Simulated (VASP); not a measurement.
# Ni (Fm-3m) in VASP: band structure with PBEsol

Aim: the band structure of Ni with PBEsol.

Everything below comes from runs of VASP 6.6.1. Logs are shortened: lines on timing, memory, paths and dates and some standing lists are left out, and cuts for length are marked.

## Step 1: The structure

Symmetry: Fm-3m, No. 225, cubic system. Conventional cell: a = 3.463 Å, b = 3.463 Å, c = 3.463 Å, α = 90.00°, β = 90.00°, γ = 90.00°. Around Ni (site symmetry m-3m) lie 12 Ni at 2.45 Å.

## Step 2: Band structure, PBEsol, collinear spin, ferromagnetic start

POSCAR

```
Ni                                      
1.0
   -0.0000000000      1.7314872099      1.7314872099
    1.7314872099     -0.0000000000      1.7314872099
    1.7314872099      1.7314872099      0.0000000000
  Ni            
     1
Direct
     0.0000000000000000    0.0000000000000000    0.0000000000000000
```

INCAR.step1

```
ALGO = Fast
EDIFF = 1E-7
ENCUT = 520
GGA = PS
ISIF = 2
ISMEAR = 0
ISPIN = 2
LASPH = T
LCHARG = T
LMAXMIX = 4
LORBIT = 11
LREAL = F
LWAVE = F
MAGMOM = 0.8
NBANDS = 15
NELM = 120
PREC = Accurate
SIGMA = 0.1
```

KPOINTS.step1

```
k-points
0
Gamma
  20 20 20
```

INCAR.step2

```
ALGO = Fast
EDIFF = 1E-7
ENCUT = 520
GGA = PS
ICHARG = 11
ISIF = 2
ISMEAR = 0
ISPIN = 2
LASPH = T
LCHARG = F
LMAXMIX = 4
LORBIT = 11
LREAL = F
LWAVE = F
MAGMOM = 0.8
NBANDS = 15
NELM = 120
PREC = Accurate
SIGMA = 0.05
```

KPOINTS.step2

```
path GXWKGLUWLK,UX
20
line-mode
reciprocal
 0.0000000000  0.0000000000  0.0000000000  G
 0.5000000000  0.0000000000  0.5000000000  X

 0.5000000000  0.0000000000  0.5000000000  X
 0.5000000000  0.2500000000  0.7500000000  W

 0.5000000000  0.2500000000  0.7500000000  W
 0.3750000000  0.3750000000  0.7500000000  K

 0.3750000000  0.3750000000  0.7500000000  K
 0.0000000000  0.0000000000  0.0000000000  G

 0.0000000000  0.0000000000  0.0000000000  G
 0.5000000000  0.5000000000  0.5000000000  L

 0.5000000000  0.5000000000  0.5000000000  L
 0.6250000000  0.2500000000  0.6250000000  U

 0.6250000000  0.2500000000  0.6250000000  U
 0.5000000000  0.2500000000  0.7500000000  W

 0.5000000000  0.2500000000  0.7500000000  W
 0.5000000000  0.5000000000  0.5000000000  L

 0.5000000000  0.5000000000  0.5000000000  L
 0.3750000000  0.3750000000  0.7500000000  K

 0.6250000000  0.2500000000  0.6250000000  U
 0.5000000000  0.0000000000  0.5000000000  X
```

Potentials or basis: VASP PAW PBE potentials, release 64 (Ni).

Started as:

```bash
> cat potpaw_PBE.64/Ni/POTCAR > POTCAR
> cp INCAR.step1 INCAR
> cp KPOINTS.step1 KPOINTS
> mpirun -np 1 vasp_std > vasp.out
> cp INCAR.step2 INCAR
> cp KPOINTS.step2 KPOINTS
> mpirun -np 1 vasp_std > vasp.out
```

OUTCAR:

```text
EDIFF = 1E-7
   ENCUT = 520
   GGA = PS
   ICHARG = 11
   ISIF = 2
   ISMEAR = 0
   ISPIN = 2
   LASPH = T
   LORBIT = 11
   LREAL = F
   NELM = 120
   PREC = Accurate

 ion  position               nearest neighbor table
   1  0.000  0.000  0.000-

  LATTYP: Found a face centered cubic cell.
 ALAT       =     3.4629744198

  Lattice vectors:

 A1 = (   0.0000000000,   1.7314872099,   1.7314872099)
 A2 = (   1.7314872099,   0.0000000000,   1.7314872099)
 A3 = (   1.7314872099,   1.7314872099,   0.0000000000)

Analysis of symmetry for initial positions (statically):
=====================================================================
 Subroutine PRICEL returns:
 Original cell was already a primitive cell.

 Routine SETGRP: Setting up the symmetry group for a
 face centered cubic supercell.

 Subroutine GETGRP returns: Found 48 space group operations
 (whereof 48 operations were pure point group operations)
 out of a pool of 48 trial point group operations.

The static configuration has the point symmetry O_h .

Analysis of symmetry for dynamics (positions and initial velocities):
=====================================================================
 Subroutine PRICEL returns:
 Original cell was already a primitive cell.

 Routine SETGRP: Setting up the symmetry group for a
 face centered cubic supercell.

 Subroutine GETGRP returns: Found 48 space group operations
 (whereof 48 operations were pure point group operations)
 out of a pool of 48 trial point group operations.

The dynamic configuration has the point symmetry O_h .

Analysis of structural, dynamic, and magnetic symmetry:
=====================================================================
 Subroutine PRICEL returns:
 Original cell was already a primitive cell.

 Routine SETGRP: Setting up the symmetry group for a
 face centered cubic supercell.

 Subroutine GETGRP returns: Found 48 space group operations
 (whereof 48 operations were pure point group operations)
 out of a pool of 48 trial point group operations.

The overall configuration has the point symmetry O_h .

 Subroutine INISYM returns: Found 48 space group operations
 (whereof 48 operations are pure point group operations),
 and found     1 'primitive' translations

----------------------------------------------------------------------------------------

                                     Primitive cell

  volume of cell :      10.3822

  direct lattice vectors                    reciprocal lattice vectors
     0.000000000  1.731487210  1.731487210    -0.288769098  0.288769098  0.288769098
     1.731487210  0.000000000  1.731487210     0.288769098 -0.288769098  0.288769098
     1.731487210  1.731487210  0.000000000     0.288769098  0.288769098 -0.288769098

  length of vectors
     2.448692695  2.448692695  2.448692695     0.500162750  0.500162750  0.500162750

  position of ions in fractional coordinates (direct lattice)
     0.000000000  0.000000000  0.000000000

  ion indices of the primitive-cell ions
   primitive index   ion index
                 1           1

----------------------------------------------------------------------------------------

 KPOINTS: path GXWKGLUWLK,UX

Interpolating k-points between supplied coordinates.

 Line segments in fractional coordinates (reciprocal lattice):
    0.000000  0.000000  0.000000  ...  0.500000  0.000000  0.500000
    0.500000  0.000000  0.500000  ...  0.500000  0.250000  0.750000
    0.500000  0.250000  0.750000  ...  0.375000  0.375000  0.750000
    0.375000  0.375000  0.750000  ...  0.000000  0.000000  0.000000
    0.000000  0.000000  0.000000  ...  0.500000  0.500000  0.500000
    0.500000  0.500000  0.500000  ...  0.625000  0.250000  0.625000
    0.625000  0.250000  0.625000  ...  0.500000  0.250000  0.750000
    0.500000  0.250000  0.750000  ...  0.500000  0.500000  0.500000
    0.500000  0.500000  0.500000  ...  0.375000  0.375000  0.750000
    0.625000  0.250000  0.625000  ...  0.500000  0.000000  0.500000

 Generated    20 points on each line segment, for a total of    200 k-points:

 Following reciprocal coordinates:
            Coordinates               Weight
  0.000000  0.000000  0.000000      0.005000
  0.026316  0.000000  0.026316      0.005000
  0.052632  0.000000  0.052632      0.005000
  0.078947  0.000000  0.078947      0.005000
  0.105263  0.000000  0.105263      0.005000
  0.131579  0.000000  0.131579      0.005000
[... 16 lines left out ...]
  0.500000  0.026316  0.526316      0.005000
  0.500000  0.039474  0.539474      0.005000
 [... further k-points ...]
   k-points           NKPTS =    200   k-points in BZ     NKDIM =    200   number of bands    NBANDS=     15
   number of dos      NEDOS =    301   number of ions     NIONS =      1
   total plane-waves  NPLWV =   5832
   dimension x,y,z NGX =    18 NGY =   18 NGZ =   18
   dimension x,y,z NGXF=    36 NGYF=   36 NGZF=   36
   ions per type =               1
   NGX,Y,Z   is equivalent  to a cutoff of  12.22, 12.22, 12.22 a.u.
   NGXF,Y,Z  is equivalent  to a cutoff of  24.44, 24.44, 24.44 a.u.
 SYSTEM =  unknown system
   PREC   = accura    normal or accurate (medium, high low for compatibility)
   ISTART =      0    job   : 0-new  1-cont  2-samecut
   ICHARG =     11    charge: 1-file 2-atom 10-const
   ISPIN  =      2    spin polarized calculation?
   LNONCOLLINEAR =      F non collinear calculations
   LSORBIT =      F    spin-orbit coupling
   LASPH  =      T    aspherical Exc in radial PAW
   ENCUT  =  520.0 eV  38.22 Ry    6.18 a.u.   4.55  4.55  4.55*2*pi/ulx,y,z
   NELM   =    120;   NELMIN=  2; NELMDL=  0     # of ELM steps
   EDIFF  = 0.1E-06   stopping-criterion for ELM
   LREAL  =      F    real-space projection
   EDIFFG = 0.1E-05   stopping-criterion for IOM
   NSW    =      0    number of steps for IOM
   IBRION =     -1    ionic relax: 0-MD 1-quasi-New 2-CG
   NFREE  =      0    steps in history (QN), initial steepest desc. (CG)
   ISIF   =      2    stress and relaxation
   ISYM   =      2    0-nonsym 1-usesym 2-fastsym
   POTIM  = 0.5000    time-step for ionic-motion
   TEBEG  =    0.0;   TEEND  =   0.0 temperature during run
   PSTRESS=    0.0 pullay stress
   NELECT =      10.0000    total number of electrons
   NUPDOWN=      -1.0000    fix difference up-down
   EMIN   =  10.00;   EMAX   =-10.00  energy-range for DOS
   EFERMI =   0.00;   METHOD = LEGACY
   ISMEAR =     0;   SIGMA  =   0.05  broadening in eV -4-tet -1-fermi 0-gaus
   EFERMI_NEDOS =   21; number of points for ismear=-14 and -15
   IALGO  =     68    algorithm
   IMIX   =      4    mixing-type and parameters
     AMIX     =   0.40;   BMIX     =  1.00
     AMIX_MAG =   1.60;   BMIX_MAG =  1.00
  volume/ion in A,a.u.               =      10.38        70.06
  Fermi-wavevector in a.u.,A,eV,Ry     =   1.616760  3.055233 35.564442  2.613913
  Thomas-Fermi vector in A             =   2.711294
   LORBIT       =     11    0 simple, 1 ext, 2 COOP (PROOUT), +10 PAW based schemes
   GGA     = PS    functional components
   LHFCALC =     F    Hartree Fock is set to
   AEXX    =    0.0000 exact exchange contribution
   IVDW    =     0    specifies the selected vdW correction
   LEPSILON=     F    determine dielectric tensor
   LRPA    =     F    only Hartree local field effects (RPA)
 spin polarized calculation
 RMM-DIIS sequential band-by-band and
 Gauss-broadening in eV      SIGMA  =   0.05
  energy-cutoff  :      520.00
  volume of cell :       10.38
 maximum number of plane-waves:       295

 number of electron       9.9999994 magnetization       0.6228228

 Free energy of the ion-electron system (eV)
  ---------------------------------------------------
  ext. energy  EPLUGINS =         0.00000000
  ---------------------------------------------------
  free energy    TOTEN  =        -5.31298351 eV

  energy without entropy =       -5.30920277  energy(sigma->0) =       -5.31109314

 E-fermi :  10.0260     XC(G=0): -13.7157

 val. band max:       10.0242968588   @ k =   0.4868   0.4868   0.5263
 cond. band min:      10.0268007995   @ k =   0.5000   0.4868   0.5132
 fundamental gap:      0.0025039406
 Fermi energy:        10.0259946610

 spin component 1

 k-point     1 :       0.0000    0.0000    0.0000
  band No.  band energies     occupation
      1       0.4740      1.00000
      2       7.3154      1.00000
      3       7.3154      1.00000
      4       7.3154      1.00000
      5       8.5654      1.00000
      6       8.5654      1.00000
      7      33.9596      0.00000
      8      38.1671      0.00000
      9      38.1671      0.00000
     10      38.1671      0.00000
     11      41.2476      0.00000
     12      41.2476      0.00000
     13      41.2476      0.00000
     14      44.1604      0.00000
[... 401 lines left out ...]
      2       5.4415      1.00000
      3       9.2260      1.00000
      4       9.2915      1.00000
      5       9.4340      1.00000
      6      12.5637      0.00000
      7      19.5007      0.00000
      8      24.5717      0.00000
      9      24.7864      0.00000
     10      30.7435      0.00000
     11      34.4810      0.00000
     12      54.6016      0.00000
     13      55.5221      0.00000
     14      59.0322      0.00000
     15      61.6464      0.00000

 [... further k-points ...]

 spin component 2

 k-point     1 :       0.0000    0.0000    0.0000
  band No.  band energies     occupation
      1       0.4653      1.00000
      2       8.0342      1.00000
      3       8.0342      1.00000
      4       8.0342      1.00000
      5       9.1745      1.00000
      6       9.1745      1.00000
      7      33.8527      0.00000
      8      38.1658      0.00000
      9      38.1658      0.00000
     10      38.1658      0.00000
     11      41.3717      0.00000
     12      41.3717      0.00000
     13      41.3717      0.00000
     14      44.0727      0.00000
[... 401 lines left out ...]
      2       6.0291      1.00000
      3       9.9255      0.99776
      4       9.9837      0.88446
      5      10.2608      0.00000
      6      12.6242      0.00000
      7      19.7682      0.00000
      8      24.6272      0.00000
      9      24.8234      0.00000
     10      30.9183      0.00000
     11      34.6282      0.00000
     12      54.6038      0.00000
     13      57.0611      0.00000
     14      58.9922      0.00000
     15      61.7690      0.00000

 [... further k-points ...]

------------------------ aborting loop because EDIFF is reached ----------------------------------------

  FORCE on cell =-STRESS in cart. coord.  units (eV):
  Direction    XX          YY          ZZ          XY          YZ          ZX
  --------------------------------------------------------------------------------------
  -------------------------------------------------------------------------------------
  Total       13.9914394     13.9914394     13.9914394      0.0000000      0.0000000      0.0000000
  in kB     2159.1614489   2159.1614489   2159.1614489      0.0000000      0.0000000      0.0000000
  external PRESSURE =    2159.1614489 kB  Pullay stress =       0.0000000 kB

 VOLUME and BASIS-vectors are now :
 -----------------------------------------------------------------------------
  energy-cutoff  :      520.00
  volume of cell :       10.38
      direct lattice vectors                 reciprocal lattice vectors
     0.000000000  1.731487210  1.731487210    -0.288769098  0.288769098  0.288769098
     1.731487210  0.000000000  1.731487210     0.288769098 -0.288769098  0.288769098
     1.731487210  1.731487210  0.000000000     0.288769098  0.288769098 -0.288769098

 POSITION                                       TOTAL-FORCE (eV/Angst)
 -----------------------------------------------------------------------------------
      0.00000      0.00000      0.00000         0.000000      0.000000      0.000000
 -----------------------------------------------------------------------------------
    total drift:                               -0.000000      0.000000     -0.000000

  FREE ENERGIE OF THE ION-ELECTRON SYSTEM (eV)
  ---------------------------------------------------
  free  energy   TOTEN  =        -5.3129835112 eV

  energy  without entropy=       -5.3092027735  energy(sigma->0) =       -5.31109314

 total charge

# of ion       s       p       d       tot
------------------------------------------
    1        0.390   0.488   8.565   9.443

 magnetization (x)

# of ion       s       p       d       tot
------------------------------------------
    1       -0.006  -0.027   0.586   0.553
```

Wall time 71 s (1 thread of Intel Xeon Platinum 8488C (Sapphire Rapids), shared host); peak memory 0.17 GiB.

What came out:

```
Band gap along the path : none (metal or under the smearing width)
Net moment              : 0.62 μB per cell
```

Caveat: the log is that of the step along the path at fixed density, whose energy, stress, charges and moments have no meaning; the PAW data sets were made with another functional, which shifts forces and pressure a little.
